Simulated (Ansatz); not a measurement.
Input and command of a calculation in Ansatz (plane waves; scalar-relativistic PAW potentials unless the input names others):

```yaml
crystal:
  lattice:
    - [-3.8155481469, 0.0, 0.0]
    - [0.0, -3.8155481469, 0.0]
    - [0.0, 0.0, 17.3579872322]
  atoms:
    - { symbol: Ti, position: [1.0, 0.0, 0.9239975704] }
    - { symbol: Ti, position: [0.5, 0.5, 0.6775982183] }
    - { symbol: Ti, position: [0.0, 0.0, 0.4311988662] }
    - { symbol: Ti, position: [0.5, 0.5, 0.1847995141] }
    - { symbol: Al, position: [0.0, 0.0, 0.1847995141] }
    - { symbol: Al, position: [0.5, 0.5, 0.9239975704] }
    - { symbol: Al, position: [0.0, 0.0, 0.6775982183] }
    - { symbol: Al, position: [0.5, 0.5, 0.4311988662] }
    - { symbol: Al, position: [0.5, 0.0, 0.3079991901] }
    - { symbol: Al, position: [0.0, 0.5, 0.061599838] }
    - { symbol: Al, position: [0.5, 0.0, 0.8007978944] }
    - { symbol: Al, position: [0.0, 0.5, 0.5543985423] }
    - { symbol: Al, position: [0.0, 0.5, 0.3079991901] }
    - { symbol: Al, position: [0.5, 0.0, 0.061599838] }
    - { symbol: Al, position: [0.0, 0.5, 0.8007978944] }
    - { symbol: Al, position: [0.5, 0.0, 0.5543985423] }
basis:
  ecutwfc: 420
kpoints:
  mp_grid: { grid: [12, 12, 3] }
hamiltonian:
  xc: pbesol
scf:
  max_iter: 100
output:
  forces: true
  eigenvalues: true
  stress: true
```

```bash
ansatz run input.yaml --threads 2 --pin off --max-ram 5120MiB --backend cpu --events-out ev --progress --plain --runs-dir out
```

**Question.** Will this input run?

**Answer.** The program refuses it, because of no occupation method (scf.occupations: {"method": "gaussian", "width": 0.15} → not typed). With the sound run's settings it is accepted.

Abridged log:
```
Error: YAML parse error: `scf.occupations.method` is required: fixed only where the cell keeps a band gap throughout the run, explicit beside scf.occupations.values (under evaluate: without them), else a smearing such as fermi_dirac (scf.occupations.width is optional; its entry in the input reference gives the default)
```